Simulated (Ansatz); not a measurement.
# ScAl3: the cost of one run

Computed with Ansatz 0.2.0 (DFT PBE, scalar-relativistic, plane waves, PAW, unless a step's input says otherwise).

2 further runs of the same task are left out: 2 set aside as unsound or not needed.

## (1) The structure to begin with

Symmetry: Pm-3m, No. 221, cubic system. Conventional cell: a = 4.105 Å, b = 4.105 Å, c = 4.105 Å, α = 90.00°, β = 90.00°, γ = 90.00°. Around Sc (site symmetry m-3m) lie 12 Al at 2.90 Å. Al (site symmetry 4/mmm) is surrounded by 4 Sc at 2.90 Å and 8 Al at 2.90 Å.

Coordinates:

```cif
data_structure
_symmetry_space_group_name_H-M 'Pm-3m'
_symmetry_Int_Tables_number 221
_cell_length_a 4.1053
_cell_length_b 4.1053
_cell_length_c 4.1053
_cell_angle_alpha 90.000
_cell_angle_beta 90.000
_cell_angle_gamma 90.000
_cell_volume 69.19
loop_
_atom_site_label
_atom_site_type_symbol
_atom_site_symmetry_multiplicity
_atom_site_Wyckoff_symbol
_atom_site_fract_x
_atom_site_fract_y
_atom_site_fract_z
_atom_site_occupancy
Sc1 Sc 1 a 0.00000 0.00000 0.00000 1
Al1 Al 3 c 0.50000 0.00000 0.50000 1
```

It goes back to an entry of the Materials Project.

It is the result of an earlier relaxation at this level (volume 17.30 Å³/atom; gap on the mesh: none (metal)).

The unstrained cell comes from an earlier run at this level (4 atoms, E(σ→0) -3750.1343 eV, gap none (metal)).

## (2) The cell strained by -2.0 %

File input.yaml:

```yaml
crystal:
  lattice:
    - [4.0232239837, 0.0, 0.0]
    - [0.0, 4.1258572485, 0.0]
    - [0.0, 0.0, 4.1258572485]
  atoms:
    - { symbol: Sc, position: [0.0, 0.0, 0.0] }
    - { symbol: Al, position: [0.5, 0.0, 0.5] }
    - { symbol: Al, position: [0.0, 0.5, 0.5] }
    - { symbol: Al, position: [0.5, 0.5, 0.0] }
basis:
  ecutwfc: 420
kpoints:
  mp_grid: { grid: [12, 12, 12] }
hamiltonian:
  xc: pbe
scf:
  occupations: { method: gaussian, width: 0.1 }
output:
  forces: true
  stress: true
  eigenvalues: true
relax:
  adjacent_minimum: "off"
  f_tol: 0.008
  max_steps: 40
  cell: { stress_tol: 0.015, fix: [a, angles] }
```

Command:

```
> ansatz run input.yaml --threads 1 --pin off --max-ram 2560MiB --backend cpu --events-out ev --progress --plain --runs-dir out
```

**Question.** How long does this run take on 1 thread of AMD EPYC (Zen 3), shared host, and how much memory does it need?

About 74 s, with a peak of 0.5 GiB.
